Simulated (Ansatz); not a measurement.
Trial structure of SiNi3, not yet relaxed:

```
Si Ni
1.0
     3.88755    0.00000    0.00000
    -1.94377    3.36672    0.00000
     0.00000    0.00000    4.17008
Si Ni
1 3
Direct
  0.00000 0.00000 0.00000
  0.66667 0.33333 0.00000
  0.00000 0.00000 0.50000
  0.33333 0.66667 0.50000
```

All numbers below come from DFT PBE, scalar-relativistic, plane waves, PAW in Ansatz 0.2.0. Plane waves to 420 eV, a k mesh through Γ of 6×6×4 on the computed 4-atom cell and Gaussian smearing (0.10 eV); collinear spin from starting moments 0.0 2.0 2.0 2.0 μB.

The zero of energy is the elements' standard structures at the same level; no fitted shifts are applied.

Q: Estimate its pressure, forces and energy as it stands.

A: The pressure is 2.4 GPa (the mean over three directions, positive in compression), the largest force is 0.00 eV/Å (symmetry fixes the atoms), and the energy is +0.35 eV/atom against the elements. The shortest distance is 2.09 Å.

Q: How much does it gain on relaxing, and where does it end?

A: Relaxing gains under 0.1 eV/atom (the start's value is from the coarse mesh, so the gain is rough) in 8 ionic steps and ends at +0.35 eV/atom on the finer mesh. The symmetry stays P-6m2 (No. 187). The volume per atom grows by 1.8 %, from 13.6 to 13.9 Å³. The shortest distance goes from 2.09 Å (Si–Ni) to 2.10 Å (Si–Ni). Conventional cell: a = 3.909 Å, c = 4.201 Å. Si has 2 Ni at 2.10 Å and 3 Ni at 2.26 Å; Ni on its first site is surrounded by 3 Si at 2.26 Å; around Ni on its second site lie 2 Si at 2.10 Å and 3 Ni at 2.26 Å; 1 more site not described.

The last run used a 12×12×12 mesh for its 4-atom cell and Gaussian smearing of 0.10 eV. Trial moments died out on the coarse mesh, so the last step has no spin; another magnetic start might hold. The relaxation can't lower the symmetry of the start. A structure relaxed within its symmetry needn't be a true minimum. Another cell of SiNi3 relaxed alike, in Pm-3m (a cell as deposited in COD), lies 0.80 eV/atom lower, so this cell isn't the stable form at this level.
